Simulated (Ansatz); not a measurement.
Input and command of a calculation in Ansatz (plane waves; scalar-relativistic PAW potentials unless the input names others):

```yaml
crystal:
  lattice:
    - [4.6937062552, 0.0, 0.0]
    - [0.0, 4.6937062552, 0.0]
    - [0.0, 0.0, 3.1712660916]
  atoms:
    - { symbol: Hf, position: [0.0, 0.0, 0.0] }
    - { symbol: Hf, position: [0.5, 0.5, 0.5] }
    - { symbol: O, position: [0.195581531, 0.804418469, 0.5] }
    - { symbol: O, position: [0.304418469, 0.304418469, 0.0] }
    - { symbol: O, position: [0.695581531, 0.695581531, 0.0] }
    - { symbol: O, position: [0.804418469, 0.195581531, 0.5] }
  symmetry: { detect: false }
basis:
  ecutwfc: 420
kpoints:
  mp_grid: { grid: [6, 6, 8] }
hamiltonian:
  xc: pbe
scf:
  occupations: { method: gaussian, width: 0.02 }
output:
  forces: true
  eigenvalues: true
  stress: true
```

```bash
ansatz run input.yaml --threads 1 --pin off --max-ram 2560MiB --backend cpu --events-out ev --progress --plain --runs-dir out
```

Abridged log:
```
Basis set: ecut = 420 eV, 1395 PW (Γ), exchange–correlation on 64×64×48 points (8 copies of the dense FFT grid, shifted against one another)
Bands: 46, of which v1, the nominal top of the filled ones, is band 38 counted from 1 (37 counted from 0)
Symmetry: 1 space group operations
k-points: 148 of 288 (time reversal used)
SCF iter   1: F=—  HF=-33722.687622 eV  |F-HF|=—  |Δ(HF+E_count)|=         —  Δρ=2.80e-3  dr2=4.10e-3  ethr=1.77e-3  ⟨swp⟩=6.0  Hψ=21890  notcnv=0  defer=1
SCF iter   2: F=—  HF=-33722.687678 eV  |F-HF|=—  |Δ(HF+E_count)|=   5.62e-5  Δρ=1.48e-3  dr2=1.12e-3  ethr=5.39e-6  ⟨swp⟩=2.0  Hψ=13179  notcnv=0  defer=233
SCF iter   3: F=—  HF=-33722.687736 eV  |F-HF|=—  |Δ(HF+E_count)|=   5.77e-5  Δρ=5.60e-4  dr2=2.02e-4  ethr=1.48e-6  ⟨swp⟩=2.1  Hψ=10837  notcnv=0  defer=88
automatic band count: iteration 3 solves 45 bands in place of 46: the levels show a gap, and the empty bands left out lie too high to hold charge; the band table lists the bands solved (type scf.n_extra_bands for more)
SCF iter   4: F=—  HF=-33722.687731 eV  |F-HF|=—  |Δ(HF+E_count)|=   5.51e-6  Δρ=1.87e-4  dr2=1.97e-5  ethr=2.66e-7  ⟨swp⟩=2.1  Hψ=11847  notcnv=0  defer=88
SCF iter   5: F=—  HF=-33722.687734 eV  |F-HF|=—  |Δ(HF+E_count)|=   3.39e-6  Δρ=9.06e-5  dr2=4.03e-6  ethr=2.59e-8  ⟨swp⟩=2.0  Hψ=10992  notcnv=0  defer=88
SCF iter   6: F=—  HF=-33722.687735 eV  |F-HF|=—  |Δ(HF+E_count)|=   1.05e-6  Δρ=2.79e-5  dr2=5.31e-7  ethr=5.30e-9  ⟨swp⟩=2.2  Hψ=11555  notcnv=0  defer=88
SCF iter   7: F=-33722.687735 eV  HF=-33722.687735 eV  |F-HF|=1.07e-8  |Δ(HF+E_count)|=   2.77e-7  Δρ=5.80e-6  dr2=2.71e-8  ethr=1.32e-10  ⟨swp⟩=7.1  Hψ=28046  notcnv=0
SCF 1 converged in 7 iterations: F = -33722.687735 eV  dr2 = 2.71e-8
SCF converged after 7 iterations
Free energy (F): -33722.687735 eV
Harris-Foulkes:  -33722.687735 eV  (|F-HF|=1.07e-8)
Internal energy: -33722.687735 eV  (E = F + TS)
E sigma→0 (E₀):  -33722.687735 eV
Fermi energy:    15.872193 eV
--- Forces (eV/Å), atoms counted from 1 ---
  atom   1  Hf     0.00000076     0.00000080    -0.00000006
  atom   2  Hf    -0.00000028    -0.00000088     0.00000007
  atom   3  O      0.00020830    -0.00020841    -0.00000008
  atom   4  O     -0.00020794    -0.00020794     0.00000011
  atom   5  O      0.00020782     0.00020783    -0.00000012
  atom   6  O     -0.00020833     0.00020847     0.00000004
--- Stress (GPa, compression-positive) ---
       25.001630      -0.000001       0.000000
       -0.000001      25.001630       0.000000
        0.000000       0.000000      25.008988
  P = ⅓ Tr σ = 25.0041 GPa (250.041 kbar)
```

Apart from outputs, empty bands and the relaxation, which only the reference makes, the input differs from a reference run on usual settings in crystal.symmetry: not typed → {"detect": false}. The reference, at the same geometry, ended its own course with pressure 25.00 GPa, largest force 0.000 eV/Å, gap on the mesh 4.25 eV. This run converged in 7 SCF iterations with an energy at zero smearing within 0.01 meV/atom of the reference's, pressure 25.00 GPa, largest force 0.000 eV/Å, gap on the mesh 4.25 eV.

The run took 45 s on 1 thread of Arm Neoverse V1 (shared host), peak memory 0.55 GiB.